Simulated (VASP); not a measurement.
A run of VASP 6.6.1 is set up as follows.

INCAR

```
  PREC = Accurate
  ENCUT = 600
  EDIFF = 1E-7
  ISMEAR = 1
  SIGMA = 0.1
  LREAL = F
  LASPH = T
  NELM = 80
  ALGO = Normal
  ISIF = 3
  LWAVE = F
  LCHARG = F
  GGA = PE
  IBRION = 2
  NSW = 90
  EDIFFG = -0.005
```

KPOINTS

```
regular mesh
0
Gamma
  15 15 11
```

POSCAR

```
HfB2                                    
1.0
    3.1438211031      0.0000000000      0.0000000000
   -1.5719105515      2.7226289402     -0.0000000000
    0.0000000000      0.0000000000      3.4844287590
  Hf              B             
     1     2
Direct
     0.0000000000000000    0.0000000000000000    0.0000000000000000
     0.3333333332999970    0.6666666667000030    0.5000000000000000
     0.6666666667000030    0.3333333332999970    0.5000000000000000
```

Potentials or basis: VASP PAW PBE potentials, release 64 (Hf_pv, B).

The run is started by

```console
$ cat potpaw_PBE.64/Hf_pv/POTCAR potpaw_PBE.64/B/POTCAR > POTCAR
$ mpirun -np 1 vasp_std > vasp.out
```

(1) Estimate the band gap on the k mesh.

Answers

(1) none (metal or under the smearing width).
